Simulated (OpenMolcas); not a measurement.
**Worked example: vertical ionisation energy of C3H4N2 (imidazole)**

C3H4N2: 9 atoms, total charge 0, spin state singlet. As SMILES, `c1c[nH]cn1`. Geometry: relaxed at GFN2-xTB.

Both states at this one shape; open shells run unrestricted unless said. 1 Eh = 27.2114 eV.

```tsv
level	program	singlet C3H4N2 (Eh)	doublet [C3H4N2]+ (Eh)	HOMO of the first (eV)
HF/ANO-S-MB	OpenMolcas	-224.336528	-223.931105	-11.92
HF/ANO-S-VDZ	OpenMolcas	-224.711716	-224.412266	-9.34
HF/ANO-S-VDZP	OpenMolcas	-224.854190	-224.574987	-8.84
```

Q: Work out the vertical ionisation energy at each level.

A: 
1. HF/ANO-S-MB: -223.931105 − (-224.336528) = 0.405423 Eh = 11.03 eV; −ε(HOMO) = 11.92 eV.
2. HF/ANO-S-VDZ: -224.412266 − (-224.711716) = 0.299450 Eh = 8.15 eV; −ε(HOMO) = 9.34 eV.
3. HF/ANO-S-VDZP: -224.574987 − (-224.854190) = 0.279203 Eh = 7.60 eV; −ε(HOMO) = 8.84 eV.

No measured value is set beside it here; the levels span 7.60 to 11.03 eV. In Hartree–Fock, −ε(HOMO) (Koopmans) exceeds the difference of totals by the orbital relaxation of the ion. Minimal sets are far from the basis-set limit. The second state is spin-contaminated at HF/ANO-S-MB (⟨S²⟩ = 0.87). The second state is spin-contaminated at HF/ANO-S-VDZ (⟨S²⟩ = 0.86).
